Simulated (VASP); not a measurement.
The system is GaAs.

```
Ga As
1.0
     0.00000    2.82685    2.82685
     2.82685    0.00000    2.82685
     2.82685    2.82685    0.00000
Ga As
1 1
Direct
  0.00000 0.00000 0.00000
  0.25000 0.25000 0.25000
```

* Program: VASP 6.6.1
* Task: relaxation of cell and atoms
* Functional: PBE
* Potentials or basis: VASP PAW PBE potentials, release 64 (Ga_d, As)
* Cutoff: 520 eV
* k mesh: 10 × 10 × 10
* Occupations: gaussian, width 0.02 eV
* Spin: no spin polarisation

At the start: pressure 3.5 GPa; volume 22.59 Å³/atom.

Question: Where does the relaxation end?

Answer: Over 3 steps the energy falls by 12.2 meV/atom and the volume is 23.77 Å³/atom (+5.2 %); space group F-43m (No. 216, to 0.05 Å).

Step by step:
| step | energy change (eV) | largest force (eV/Å) | pressure (GPa) | volume (Å³) |
| --- | --- | --- | --- | --- |
| 1 | 0.0000 | 0.0000 | 3.48 | 45.18 |
| 2 | -0.0210 | 0.0000 | -1.07 | 48.46 |
| 3 | -0.0243 | 0.0000 | -0.01 | 47.53 |

Final structure:
```xyz
2
Lattice="0.0000 2.8751 2.8751 2.8751 0.0000 2.8751 2.8751 2.8751 0.0000" Properties=species:S:1:pos:R:3 pbc="T T T"
Ga    0.0000    0.0000    0.0000
As    1.4376    1.4376    1.4376
```
